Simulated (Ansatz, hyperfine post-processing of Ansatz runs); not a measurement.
# NaZr2CuF11: isotropic lines and sites in a paramagnetic 19F spectrum

Calculated values: DFT, PBEsol+U, plane-wave PAW, default files (PAW set soft_2), collinear spin, scalar-relativistic (Ansatz), contact and point-dipole shifts scaled to 330 K with Θ = 0 K (a pure Curie law); spin-only moments, above the ordering temperature.

```cif
data_structure
_symmetry_space_group_name_H-M 'P 1'
_symmetry_Int_Tables_number 1
_cell_length_a 5.5693
_cell_length_b 5.8899
_cell_length_c 7.7680
_cell_angle_alpha 110.495
_cell_angle_beta 96.151
_cell_angle_gamma 105.983
_cell_volume 223.52
loop_
_atom_site_label
_atom_site_type_symbol
_atom_site_fract_x
_atom_site_fract_y
_atom_site_fract_z
_atom_site_occupancy
Zr1 Zr 0.51534 0.73118 0.23786 1
Zr2 Zr 0.48466 0.26882 0.76214 1
Cu3 Cu 0.00000 0.50000 0.50000 1
Na4 Na 0.00000 0.00000 0.00000 1
F5 F 0.65787 0.65560 0.97989 1
F6 F 0.50000 0.00000 0.50000 1
F7 F 0.23186 0.52409 0.33710 1
F8 F 0.23429 0.40396 0.64505 1
F9 F 0.76571 0.59604 0.35495 1
F10 F 0.80729 0.04920 0.28520 1
F11 F 0.34213 0.34440 0.02011 1
F12 F 0.73795 0.17084 0.88398 1
F13 F 0.76814 0.47591 0.66290 1
F14 F 0.19271 0.95080 0.71480 1
F15 F 0.26205 0.82916 0.11602 1
```

19F MAS at 7.05 T (282.5 MHz), 60 kHz, 330 K; contact and dipolar shift alone, no orbital or quadrupolar part; lines under 1.5 % of the strongest are left out. NMR lines, with heights relative to the strongest:

```csv
position (ppm),intensity
-356.8,9.0
-222.6,1.7
-144.5,83
-10.3,47
47.1,100
67.9,6.5
89.2,100
202.1,1.5
280.3,1.8
4633.2,3.6
4845.6,30
5010.2,2.9
5057.9,41
5222.5,28
5270.3,13
5434.9,46
5482.7,10
5647.2,13
5695.0,1.6
5859.6,8.3
```

**Question.** Which lines are isotropic ones rather than spinning sidebands, and which F atoms give them?

Sidebands are spaced by 212 ppm (the spinning rate over the resonance of 282.5 MHz). An isotropic line need not be the tallest: it is the area-weighted centre of its own family of sidebands, and the one that stays put when the rate is changed. Isotropic shifts: 47 ppm for atom 5 and the 1 atom equivalent to it (no Cu within 3.2 Å), reduced anisotropy 50 ppm; -10 ppm for atom 6 (no Cu within 3.2 Å), reduced anisotropy 140 ppm; 5058 ppm for atom 7 and the 1 atom equivalent to it (bonded to 1 Cu at 1.91 Å), reduced anisotropy 526 ppm; 5435 ppm for atom 8 and the 1 atom equivalent to it (bonded to 1 Cu at 1.96 Å), reduced anisotropy 488 ppm; -144 ppm for atom 10 and the 1 atom equivalent to it (bonded to 1 Cu at 2.44 Å), reduced anisotropy 244 ppm; 89 ppm for atom 12 and the 1 atom equivalent to it (no Cu within 3.2 Å), reduced anisotropy 42 ppm. The families' total areas stand as 2:1:2:2:2:2; where areas are equal the match rests on the calculation.

[Logs are printed without paths, hosts, clocks, repeated set-up lines and the standing remarks that a program may print on its own settings, such as how far it seeks lower states.]

[Hosts, paths, dates, database ids (printed as entryN), source tags and the programs' standing remarks are cut or masked in the printed files.]
